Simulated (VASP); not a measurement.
Write the native input for VASP 6.6.1 that does the following.

| Property | Result |
| --- | --- |
| Task | relaxation of cell and atoms |
| Functional | PBE |
| Dispersion | D3(BJ) |
| Potentials or basis | VASP PAW PBE potentials, release 64 (Si, Mo_sv) |
| Cutoff | 600 eV |
| k mesh | 8 × 8 × 8 |
| Occupations | methfessel-paxton, width 0.1 eV |
| Spin | no spin polarisation |
| Further INCAR settings | ALGO = Normal; EDIFF = 1e-07; IBRION = 2; EDIFFG = -0.005; NSW = 90; ISIF = 3 |

The structure of SiMo3 lies in POSCAR:

```
SiMo3                                   
1.0
    4.8607080545     -0.0000000000     -0.0000000000
   -0.0000000000      4.8607080545     -0.0000000000
    0.0000000000      0.0000000000      4.8607080545
  Si              Mo            
     2     6
Direct
     0.0000000000000000    0.0000000000000000    0.0000000000000000
     0.5000000000000000    0.5000000000000000    0.5000000000000000
     0.2500000000000000    0.0000000000000000    0.5000000000000000
     0.5000000000000000    0.7500000000000000    0.0000000000000000
     0.7500000000000000    0.0000000000000000    0.5000000000000000
     0.5000000000000000    0.2500000000000000    0.0000000000000000
     0.0000000000000000    0.5000000000000000    0.7500000000000000
     0.0000000000000000    0.5000000000000000    0.2500000000000000
```

The input as run:

INCAR

```
SYSTEM = SiMo3
PREC = Accurate
ENCUT = 600
EDIFF = 1E-7
ISMEAR = 1
SIGMA = 0.1
LREAL = .FALSE.
LASPH = .TRUE.
NELM = 80
ALGO = Normal
ISIF = 3
LWAVE = .FALSE.
LCHARG = .FALSE.
GGA = PE
IVDW = 12
IBRION = 2
NSW = 90
EDIFFG = -0.005
KPAR = 2
```

KPOINTS

```
regular mesh
0
G
  8 8 8
  0 0 0
```

Potentials or basis: VASP PAW PBE potentials, release 64 (Si, Mo_sv).

Command:

```console
$ cat potpaw_PBE.64/Si/POTCAR potpaw_PBE.64/Mo_sv/POTCAR > POTCAR
$ mpirun -np 2 vasp_std > vasp.out
```

It gave:

* Relaxed volume: 14.35 Å³/atom
* Relaxed cell: a = 4.860 Å, b = 4.860 Å, c = 4.860 Å, α = 90.00°, β = 90.00°, γ = 90.00°
* Space group after relaxing (to 0.05 Å): Pm-3n (No. 223)
* Energy gained by relaxing: 0.0 meV/atom
* Ionic steps: 3
* Pressure after relaxing: 0.0 GPa
* Band gap on the k mesh: none (metal or under the smearing width)
* Dispersion energy per atom: -0.685 eV

Caveat: pairwise dispersion overbinds metals, which lowers pressure and volume.

Run time: 2.7 min on 2 MPI ranks on Intel(R) Xeon(R) 6975P-C (Granite Rapids), on a shared host, peak memory 0.37 GiB a rank.
